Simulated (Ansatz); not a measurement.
**KCl (wurtzite) under strain**

KCl built on the wurtzite prototype (no longer in that coordination), relaxed with r2SCAN in the PAW code Ansatz. The symmetry is P6_3/mmc (No. 194, hexagonal); conventional cell a = 5.344 Å, c = 6.239 Å, 38.57 Å³ an atom. Around K lie 5 Cl at 3.09–3.12 Å; around Cl lie 5 K at 3.09–3.12 Å. The cell started from the wurtzite prototype, but the relaxation took it to the higher symmetry P6_3/mmc (No. 194), so the name no longer describes it.

The axes x, y and z are those of this cell:
```
K Cl
1.0
     5.34380    0.00000    0.00000
    -2.67190    4.62787    0.00000
     0.00000    0.00000    6.23917
K Cl
2 2
Direct
  0.33333 0.66667 0.93750
  0.66667 0.33333 0.43750
  0.33333 0.66667 0.43750
  0.66667 0.33333 0.93750
```

Unstrained: With PBE the gap is 4.770 eV and direct, at Γ. r2SCAN gives a direct gap of 5.353 eV at Γ. HSE06 gives a direct gap of 6.015 eV at Γ. Meshes: PBE 6×6×4, r2SCAN 6×6×4, HSE06 6×6×4. Strains are changes of length per length, and xy shears are angles. After each strain the atoms were relaxed again with r2SCAN within the symmetry that the strain leaves, so tilts or polar shifts that break it weren't tested; points keep the names that they have in the unstrained zone. Spin-unpolarised throughout. Whether this structure exists isn't addressed.

Changes of the least gap in eV (an overlap counts as a negative gap):
```tsv
strain	volume change (%)	space group	PBE	r2SCAN	HSE06	energy rise, r2SCAN (meV/atom)
isotropic +1.5 % on every length	+4.6	P6_3/mmc	-0.087	-0.072	-0.092	3.2
epitaxial -0.5 % in the xy plane, free normal strain +0.16 %	-0.8	P6_3/mmc	+0.019	+0.016	+0.020	0.2
xy shear, engineering strain (angle) +4.0 %	0.0	P2_1/m	-0.002	-0.002	–	0.1
isotropic -1.5 % on every length	-4.4	P6_3/mmc	+0.088	+0.073	+0.094	3.9
```

Isotropic +1.5 % on every length. HSE06: the gap goes from 6.015 to 5.923 eV (-0.092 eV). Stress change with r2SCAN, compression positive: xx -0.54, yy -0.54, zz -0.67 GPa. For HSE06, dE_g/d ln V = -2.1 eV over this step.

Epitaxial -0.5 % in the xy plane, free normal strain +0.16 %. HSE06: the gap goes from 6.015 to 6.035 eV (+0.020 eV). Stress change with r2SCAN, compression positive: xx +0.18, yy +0.18, zz -0.01 GPa.

Xy shear, engineering strain (angle) +4.0 %. r2SCAN: the gap goes from 5.353 to 5.351 eV (-0.002 eV). Stress change with r2SCAN, compression positive: xx -0.02, yy -0.01, zz -0.01, xy -0.03 GPa.

Isotropic -1.5 % on every length. HSE06: the gap goes from 6.015 to 6.109 eV (+0.094 eV). Stress change with r2SCAN, compression positive: xx +0.68, yy +0.68, zz +0.85 GPa. For HSE06, dE_g/d ln V = -2.1 eV over this step.

The meshes of the hybrids are coarse, so their gaps aren't converged to the digits shown.
